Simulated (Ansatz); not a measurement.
The system is Ge.

```
Ge
1.0
    -2.49590    2.65086    1.43695
     2.49590   -2.65086    1.43695
     2.49590    2.65086   -1.43695
Ge
2
Direct
  0.31406 0.06406 0.25000
  0.68594 0.93594 0.75000
```

This isn't the form of Ge at room conditions, which is diamond.

Base run:

* Program: Ansatz 0.2.0
* Functional: PBE
* Potentials or basis: Ansatz PAW
* Cutoff: 420 eV (not typed: the program's choice for these potentials)
* k mesh: 11 × 11 × 11
* Occupations: fermi-dirac, width 0.05 eV
* Spin: no spin polarisation

Its results: band gap on the k mesh none (metal or under the smearing width); pressure 1.2 GPa; largest force 0.057 eV/Å.

**Question.** After a change of settings the same cell gave: band gap on the k mesh none (metal or under the smearing width); pressure -2.5 GPa; largest force 0.059 eV/Å. Which change was it?
A. functional from PBE to BLYP
B. functional from PBE to RPBE
C. functional from PBE to PBEsol
D. functional from PBE to revPBE

**Answer.** C.

PBEsol binds more tightly than PBE, so the same cell stands under less pressure.

Caveats: the PAW data sets come from PBE, with cores solved anew for the run's functional, which leaves a small shift of forces and pressure (some runs).
